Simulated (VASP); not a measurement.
# Al2O3 (Corundum) (R-3c) in VASP: a series of runs

Runs on Al2O3 (Corundum). Level: LDA. Tasks: single point.

All numbers are computed with VASP 6.6.1; they aren't measurements. Logs are shortened: lines on timing, memory, paths and dates and some standing lists are left out, and cuts for length are marked.

### 1 The crystal as given

Symmetry: R-3c, No. 167, trigonal system. The conventional cell has a = 4.760 Å, b = 4.760 Å, c = 12.996 Å, α = 90.00°, β = 90.00°, γ = 120.00°. Al (site symmetry 3) is surrounded by 6 O at 1.85 to 1.97 Å. O (site symmetry 2) has 4 Al at 1.85 to 1.97 Å as nearest neighbours.

### 2 Single point, LDA

The input, INCAR:

```
SYSTEM = Al2O3
  PREC = Accurate
  ENCUT = 460
  EDIFF = 1E-7
  ISMEAR = 0
  SIGMA = 0.05
  LREAL = .False.
  LASPH = .True.
  NELM = 100
  ALGO = Normal
  ISIF = 2
  LWAVE = .False.
  LCHARG = .False.
  GGA = CA
  NBANDS = 35
  ADDGRID = .False.
```

The input, KPOINTS:

```
Automatic mesh
0
Gamma
  3 3 3
  0 0 0
```

The input, POSCAR:

```
Al2O3
1.0
    2.3802500000      1.3742379782      4.3318666667
   -2.3802500000      1.3742379782      4.3318666667
    0.0000000000     -2.7484759565      4.3318666667
Al O
4 6
Direct
    0.8521600000      0.8521600000      0.8521600000
    0.6478400000      0.6478400000      0.6478400000
    0.1478400000      0.1478400000      0.1478400000
    0.3521600000      0.3521600000      0.3521600000
    0.0566800000      0.7500000000      0.4433200000
    0.7500000000      0.4433200000      0.0566800000
    0.4433200000      0.0566800000      0.7500000000
    0.9433200000      0.2500000000      0.5566800000
    0.2500000000      0.5566800000      0.9433200000
    0.5566800000      0.9433200000      0.2500000000
```

Potentials or basis: VASP PAW LDA potentials, release 64 (Al, O).

Started as:

```bash
$ cat potpaw_LDA.64/Al/POTCAR potpaw_LDA.64/O/POTCAR > POTCAR
$ mpirun -np 1 vasp_std > vasp.out
```

OUTCAR:

```text
SYSTEM = Al2O3
   PREC = Accurate
   ENCUT = 460
   EDIFF = 1E-7
   ISMEAR = 0
   LREAL = .False.
   LASPH = .True.
   NELM = 100
   ISIF = 2
   GGA = CA

 Found      6 irreducible k-points:

 Following reciprocal coordinates:
            Coordinates               Weight
  0.000000  0.000000  0.000000      1.000000
  0.333333 -0.000000 -0.000000      6.000000
  0.333333  0.333333 -0.000000      6.000000
 -0.333333  0.333333  0.000000      6.000000
  0.333333  0.333333  0.333333      2.000000
 -0.333333  0.333333  0.333333      6.000000
   k-points           NKPTS =      6   k-points in BZ     NKDIM =      6   number of bands    NBANDS=     35
   number of dos      NEDOS =    301   number of ions     NIONS =     10
   total plane-waves  NPLWV =  46656
   dimension x,y,z NGX =    36 NGY =   36 NGZ =   36
   dimension x,y,z NGXF=    72 NGYF=   72 NGZF=   72
   ions per type =               4   6
   NGX,Y,Z   is equivalent  to a cutoff of  11.67, 11.67, 11.67 a.u.
   NGXF,Y,Z  is equivalent  to a cutoff of  23.33, 23.33, 23.33 a.u.
 SYSTEM =  Al2O3
   PREC   = accura    normal or accurate (medium, high low for compatibility)
   ISTART =      0    job   : 0-new  1-cont  2-samecut
   ICHARG =      2    charge: 1-file 2-atom 10-const
   ISPIN  =      1    spin polarized calculation?
   LNONCOLLINEAR =      F non collinear calculations
   LSORBIT =      F    spin-orbit coupling
   LASPH  =      T    aspherical Exc in radial PAW
   ENCUT  =  460.0 eV  33.81 Ry    5.81 a.u.   8.97  8.97  8.97*2*pi/ulx,y,z
   NELM   =    100;   NELMIN=  2; NELMDL= -5     # of ELM steps
   EDIFF  = 0.1E-06   stopping-criterion for ELM
   LREAL  =      F    real-space projection
   EDIFFG = 0.1E-05   stopping-criterion for IOM
   NSW    =      0    number of steps for IOM
   IBRION =     -1    ionic relax: 0-MD 1-quasi-New 2-CG
   NFREE  =      0    steps in history (QN), initial steepest desc. (CG)
   ISIF   =      2    stress and relaxation
   ISYM   =      2    0-nonsym 1-usesym 2-fastsym
   POTIM  = 0.5000    time-step for ionic-motion
   TEBEG  =    0.0;   TEEND  =   0.0 temperature during run
   PSTRESS=    0.0 pullay stress
   NELECT =      48.0000    total number of electrons
   NUPDOWN=      -1.0000    fix difference up-down
   EMIN   =  10.00;   EMAX   =-10.00  energy-range for DOS
   EFERMI =   0.00;   METHOD = LEGACY
   ISMEAR =     0;   SIGMA  =   0.05  broadening in eV -4-tet -1-fermi 0-gaus
   EFERMI_NEDOS =   21; number of points for ismear=-14 and -15
   IALGO  =     38    algorithm
   IMIX   =      4    mixing-type and parameters
     AMIX     =   0.40;   BMIX     =  1.00
     AMIX_MAG =   1.60;   BMIX_MAG =  1.00
  volume/ion in A,a.u.               =       8.50        57.37
  Fermi-wavevector in a.u.,A,eV,Ry     =   1.353064  2.556920 24.909299  1.830782
  Thomas-Fermi vector in A             =   2.480350
   LORBIT       =      0    0 simple, 1 ext, 2 COOP (PROOUT), +10 PAW based schemes
   GGA     = CA    functional components
   LHFCALC =     F    Hartree Fock is set to
   AEXX    =    0.0000 exact exchange contribution
   IVDW    =     0    specifies the selected vdW correction
   LEPSILON=     F    determine dielectric tensor
   LRPA    =     F    only Hartree local field effects (RPA)
 non-spin polarized calculation
 Gauss-broadening in eV      SIGMA  =   0.05
  energy-cutoff  :      460.00
  volume of cell :       85.02
 maximum number of plane-waves:      1920
   NGX = 17   NGY = 17   NGZ = 17

 number of electron      48.0000015 magnetization

 Free energy of the ion-electron system (eV)
  ---------------------------------------------------
  ext. energy  EPLUGINS =         0.00000000
  ---------------------------------------------------
  free energy    TOTEN  =       -83.10793843 eV

  energy without entropy =      -83.10793843  energy(sigma->0) =      -83.10793843

 E-fermi :   6.0908     XC(G=0): -12.1649

 val. band max:        5.8285357624   @ k =   0.0000   0.0000   0.0000
 cond. band min:      11.9962323172   @ k =   0.0000   0.0000   0.0000
 fundamental gap:      6.1676965548
 Fermi energy:         6.0908136085

 k-point     1 :       0.0000    0.0000    0.0000
  band No.  band energies     occupation
      1     -13.1909      2.00000
      2     -10.7598      2.00000
      3     -10.4666      2.00000
      4     -10.4666      2.00000
      5     -10.1406      2.00000
      6     -10.1406      2.00000
[... 27 lines left out ...]
     34      19.1794      0.00000
     35      20.1998      0.00000

 k-point     2 :       0.3333   -0.0000   -0.0000
  band No.  band energies     occupation
      1     -12.6223      2.00000
      2     -11.3226      2.00000
      3     -10.5289      2.00000
      4     -10.5025      2.00000
      5     -10.3628      2.00000
      6     -10.2182      2.00000
[... 27 lines left out ...]
     34      19.0823      0.00000
     35      19.1458      0.00000

 k-point     3 :       0.3333    0.3333   -0.0000
  band No.  band energies     occupation
      1     -12.4869      2.00000
      2     -10.9902      2.00000
      3     -10.8233      2.00000
      4     -10.7353      2.00000
      5     -10.5724      2.00000
      6     -10.1020      2.00000
[... 27 lines left out ...]
     34      18.9525      0.00000
     35      19.0544      0.00000

 k-point     4 :      -0.3333    0.3333    0.0000
  band No.  band energies     occupation
      1     -11.8194      2.00000
      2     -11.6780      2.00000
      3     -11.0999      2.00000
      4     -10.6245      2.00000
      5     -10.4884      2.00000
      6     -10.1446      2.00000
[... 27 lines left out ...]
     34      19.0247      0.00000
     35      19.5544      0.00000

 k-point     5 :       0.3333    0.3333    0.3333
  band No.  band energies     occupation
      1     -12.7066      2.00000
      2     -11.5279      2.00000
      3     -10.4021      2.00000
      4     -10.4021      2.00000
      5     -10.2384      2.00000
      6     -10.2384      2.00000
[... 27 lines left out ...]
     34      18.4463      0.00000
     35      19.8685      0.00000

 k-point     6 :      -0.3333    0.3333    0.3333
  band No.  band energies     occupation
      1     -11.9279      2.00000
      2     -11.7183      2.00000
      3     -11.1021      2.00000
      4     -10.6979      2.00000
      5     -10.2451      2.00000
      6     -10.1231      2.00000
[... 27 lines left out ...]
     34      18.5764      0.00000
     35      19.1766      0.00000

------------------------ aborting loop because EDIFF is reached ----------------------------------------

  FORCE on cell =-STRESS in cart. coord.  units (eV):
  Direction    XX          YY          ZZ          XY          YZ          ZX
  --------------------------------------------------------------------------------------
  -------------------------------------------------------------------------------------
  Total       -2.7790953     -2.7790953     -2.9866635      0.0000000      0.0000000      0.0000000
  in kB      -52.3724839    -52.3724839    -56.2841383      0.0000000      0.0000000      0.0000000
  external PRESSURE =     -53.6763687 kB  Pullay stress =       0.0000000 kB

 VOLUME and BASIS-vectors are now :
 -----------------------------------------------------------------------------
  energy-cutoff  :      460.00
  volume of cell :       85.02
      direct lattice vectors                 reciprocal lattice vectors
     2.380250000  1.374237978  4.331866667     0.210061968  0.121279334  0.076949121
    -2.380250000  1.374237978  4.331866667    -0.210061968  0.121279334  0.076949121
     0.000000000 -2.748475957  4.331866667     0.000000000 -0.242558668  0.076949121

 POSITION                                       TOTAL-FORCE (eV/Angst)
 -----------------------------------------------------------------------------------
      0.00000     -0.00000     11.07433         0.000000      0.000000     -0.057036
      0.00000     -0.00000      8.41907         0.000000     -0.000000      0.057036
      0.00000     -0.00000      1.92127         0.000000     -0.000000      0.057036
      0.00000     -0.00000      4.57653         0.000000      0.000000     -0.057036
     -1.65027     -0.10988      5.41483        -0.060594     -0.104952     -0.000000
      0.72998      1.48412      5.41483        -0.060594      0.104952     -0.000000
      0.92030     -1.37424      5.41483         0.121189      0.000000     -0.000000
      1.65027      0.10988      7.58077         0.060594      0.104952     -0.000000
     -0.72998     -1.48412      7.58077         0.060594     -0.104952     -0.000000
     -0.92030      1.37424      7.58077        -0.121189      0.000000     -0.000000
 -----------------------------------------------------------------------------------
    total drift:                               -0.000000      0.000000     -0.000000

  FREE ENERGIE OF THE ION-ELECTRON SYSTEM (eV)
  ---------------------------------------------------
  free  energy   TOTEN  =       -83.1079384319 eV

  energy  without entropy=      -83.1079384319  energy(sigma->0) =      -83.10793843
```

It took 7.3 s on 1 thread of Intel Xeon 6975P-C (Granite Rapids), shared host; peak memory 0.16 GiB.

These settings aren't checked as converged: the numbers below hold their error.

Results:

| Quantity | Value |
| --- | --- |
| Free energy | -83.1079 eV |
| Pressure | -5.4 GPa |
| Largest force | 0.121 eV/Å |
| Band gap on the k mesh | 6.17 eV, direct |

Caveat: the k mesh is coarse (spacing up to 0.53 Å⁻¹), so the values aren't converged; the cutoff is under 1.25 times the usual one of these potentials, so pressure, stress and relaxed cells hold a basis-set (Pulay) error.

### 3 Single point, LDA

INCAR: that of step 2 with these lines changed.

```diff
@@ -2,3 +2,3 @@
   PREC = Accurate
-  ENCUT = 460
+  ENCUT = 520
   EDIFF = 1E-7
```

KPOINTS is that of step 2.

POSCAR is that of step 2.

Potentials or basis: VASP PAW LDA potentials, release 64 (Al, O).

Started as:

```bash
$ cat potpaw_LDA.64/Al/POTCAR potpaw_LDA.64/O/POTCAR > POTCAR
$ mpirun -np 1 vasp_std > vasp.out
```

It took 11 s on 1 thread of Intel Xeon 6975P-C (Granite Rapids), shared host; peak memory 0.18 GiB.

These settings aren't checked as converged: the numbers below hold their error.

Results:

- Free energy: -83.0813 eV
- Pressure: -4.5 GPa
- Largest force: 0.123 eV/Å
- Band gap on the k mesh: 6.17 eV, direct

Caveat: the k mesh is coarse (spacing up to 0.53 Å⁻¹), so the values aren't converged.

### 4 Single point, LDA

INCAR: that of step 3 with these lines changed.

```diff
@@ -2,3 +2,3 @@
   PREC = Accurate
-  ENCUT = 520
+  ENCUT = 220
   EDIFF = 1E-7
```

The input, KPOINTS:

```
Automatic mesh
0
Gamma
  5 5 5
  0 0 0
```

POSCAR is that of step 3.

Potentials or basis: VASP PAW LDA potentials, release 64 (Al, O).

Started as:

```bash
$ cat potpaw_LDA.64/Al/POTCAR potpaw_LDA.64/O/POTCAR > POTCAR
$ mpirun -np 1 vasp_std > vasp.out
```

OUTCAR:

```text
SYSTEM = Al2O3
   PREC = Accurate
   ENCUT = 220
   EDIFF = 1E-7
   ISMEAR = 0
   LREAL = .False.
   LASPH = .True.
   NELM = 100
   ISIF = 2
   GGA = CA

 Found     19 irreducible k-points:

 Following reciprocal coordinates:
            Coordinates               Weight
  0.000000  0.000000  0.000000      1.000000
  0.200000 -0.000000  0.000000      6.000000
  0.400000 -0.000000 -0.000000      6.000000
  0.200000  0.200000  0.000000      6.000000
  0.400000  0.200000 -0.000000     12.000000
 -0.400000  0.200000  0.000000     12.000000
   k-points           NKPTS =     19   k-points in BZ     NKDIM =     19   number of bands    NBANDS=     35
   number of dos      NEDOS =    301   number of ions     NIONS =     10
   total plane-waves  NPLWV =  21952
   dimension x,y,z NGX =    28 NGY =   28 NGZ =   28
   dimension x,y,z NGXF=    56 NGYF=   56 NGZF=   56
   ions per type =               4   6
   NGX,Y,Z   is equivalent  to a cutoff of   9.07,  9.07,  9.07 a.u.
   NGXF,Y,Z  is equivalent  to a cutoff of  18.15, 18.15, 18.15 a.u.
 SYSTEM =  Al2O3
   PREC   = accura    normal or accurate (medium, high low for compatibility)
   ISTART =      0    job   : 0-new  1-cont  2-samecut
   ICHARG =      2    charge: 1-file 2-atom 10-const
[... 62 lines left out ...]

 k-point     1 :       0.0000    0.0000    0.0000
  band No.  band energies     occupation
      1     -13.8275      2.00000
      2     -11.5838      2.00000
      3     -11.2780      2.00000
      4     -11.2780      2.00000
      5     -11.0148      2.00000
      6     -11.0148      2.00000
[... 217 lines left out ...]
     34      19.0905      0.00000
     35      19.6741      0.00000

 [... further k-points ...]
[... 5 lines left out ...]
  --------------------------------------------------------------------------------------
  -------------------------------------------------------------------------------------
  Total      -91.5329457    -91.5329457    -92.3976714      0.0000000      0.0000000     -0.0000000
  in kB    -1724.9526183  -1724.9526183  -1741.2485077      0.0000000      0.0000000     -0.0000000
  external PRESSURE =   -1730.3845814 kB  Pullay stress =       0.0000000 kB

 VOLUME and BASIS-vectors are now :
 -----------------------------------------------------------------------------
  energy-cutoff  :      220.00
  volume of cell :       85.02
      direct lattice vectors                 reciprocal lattice vectors
     2.380250000  1.374237978  4.331866667     0.210061968  0.121279334  0.076949121
    -2.380250000  1.374237978  4.331866667    -0.210061968  0.121279334  0.076949121
     0.000000000 -2.748475957  4.331866667     0.000000000 -0.242558668  0.076949121

 POSITION                                       TOTAL-FORCE (eV/Angst)
 -----------------------------------------------------------------------------------
      0.00000     -0.00000     11.07433         0.000000      0.000000     -0.199102
      0.00000     -0.00000      8.41907         0.000000     -0.000000      0.199102
      0.00000     -0.00000      1.92127         0.000000     -0.000000      0.199102
      0.00000     -0.00000      4.57653         0.000000      0.000000     -0.199102
     -1.65027     -0.10988      5.41483        -0.030247     -0.052390      0.000000
      0.72998      1.48412      5.41483        -0.030247      0.052390      0.000000
      0.92030     -1.37424      5.41483         0.060494      0.000000      0.000000
      1.65027      0.10988      7.58077         0.030247      0.052390      0.000000
     -0.72998     -1.48412      7.58077         0.030247     -0.052390      0.000000
     -0.92030      1.37424      7.58077        -0.060494      0.000000      0.000000
 -----------------------------------------------------------------------------------
    total drift:                               -0.000000      0.000000     -0.000000

  FREE ENERGIE OF THE ION-ELECTRON SYSTEM (eV)
  ---------------------------------------------------
  free  energy   TOTEN  =       -85.7833873360 eV

  energy  without entropy=      -85.7833873360  energy(sigma->0) =      -85.78338734
```

OSZICAR:

```text
N       E                     dE             d eps       ncg     rms          rms(c)
DAV:   1     0.904195351414E+02    0.90420E+02   -0.14853E+04  1386   0.652E+02
DAV:   2    -0.837487177722E+02   -0.17417E+03   -0.17015E+03  1657   0.199E+02
DAV:   3    -0.894460180286E+02   -0.56973E+01   -0.56792E+01  1708   0.368E+01
DAV:   4    -0.894747113404E+02   -0.28693E-01   -0.28676E-01  1628   0.280E+00
DAV:   5    -0.894749771354E+02   -0.26580E-03   -0.26574E-03  1721   0.242E-01    0.179E+01
DAV:   6    -0.866729868846E+02    0.28020E+01   -0.31121E+00  1636   0.795E+00    0.106E+01
DAV:   7    -0.858737785853E+02    0.79921E+00   -0.43236E-01  1588   0.295E+00    0.308E+00
DAV:   8    -0.857845303085E+02    0.89248E-01   -0.54220E-02  1612   0.135E+00    0.517E-01
DAV:   9    -0.857834014419E+02    0.11289E-02   -0.96382E-04  1596   0.170E-01    0.216E-01
DAV:  10    -0.857833876432E+02    0.13799E-04   -0.64822E-05  1660   0.428E-02    0.775E-03
DAV:  11    -0.857833877440E+02   -0.10081E-06   -0.12647E-05  1636   0.182E-02    0.845E-03
DAV:  12    -0.857833873131E+02    0.43089E-06   -0.15341E-06  1668   0.654E-03    0.231E-03
DAV:  13    -0.857833873360E+02   -0.22830E-07   -0.49513E-08   892   0.124E-03
   1 F= -.85783387E+02 E0= -.85783387E+02  d E =-.144695E-17
```

Wall time 9.8 s (1 thread of Intel Xeon 6975P-C (Granite Rapids), shared host); peak memory 0.14 GiB.

The run converged, but a check on its numbers failed (symmetry, net force, bounds or a known fault of this set-up), so they aren't taken as properties of the crystal.

Caveat: the cutoff lies under the usual one of these potentials, so the numbers hold a large basis-set error; a pressure of tens of GPa on the cell as given is suspect, and the run, the potentials or the cell itself is likely at fault.

(Continued in part 2 of 2.)
